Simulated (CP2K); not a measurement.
**Fitting the LDA energy curve of Al**

```cif
data_structure
_symmetry_space_group_name_H-M 'P 1'
_symmetry_Int_Tables_number 1
_cell_length_a 2.7218
_cell_length_b 2.7218
_cell_length_c 2.7218
_cell_angle_alpha 90.000
_cell_angle_beta 90.000
_cell_angle_gamma 90.000
_cell_volume 20.16
loop_
_atom_site_label
_atom_site_type_symbol
_atom_site_fract_x
_atom_site_fract_y
_atom_site_fract_z
_atom_site_occupancy
Al1 Al 0.00000 0.00000 0.00000 1
```

This isn't the form of Al at room conditions, which is fcc.

The cell was scaled at fixed shape and fractions and run with CP2K, GTH_POTENTIALS Al GTH-PADE-q3; TZVP-MOLOPT-PBE-GTH basis; LDA, k mesh 10 × 10 × 10 on the cell of 1 atom, fermi-dirac occupations of 0.05 eV, no spin polarisation, no spin-orbit coupling. Energies are those that the program minimises, any entropy of the smearing included. For a metal such a mesh isn't converged to the digits shown.

```csv
V (Å³/atom),energy over the lowest row (meV/atom)
18.9530,0.89
19.3562,0.00
19.7595,2.12
20.1627,7.09
20.5660,?
20.9692,24.61
21.3725,36.63
```

Task: Fit the third-order Birch-Murnaghan form, give V0, B0 and B′, and predict the energy left open.

Result: With y = (V0/V)^(2/3), E = E0 + (9 V0 B0/16) [(y - 1)³ B′ + (y - 1)² (6 - 4y)]. Least squares through the rows shown give V0 = 19.2707 Å³/atom, E0 = -0.10 meV, B0 = 59.82 GPa (1 eV/Å³ = 160.218 GPa) and B′ = 3.38, with a largest miss of 0.03 meV. At V = 20.5660 the form with these constants gives 14.67 meV; the run gave 14.67 meV an atom.
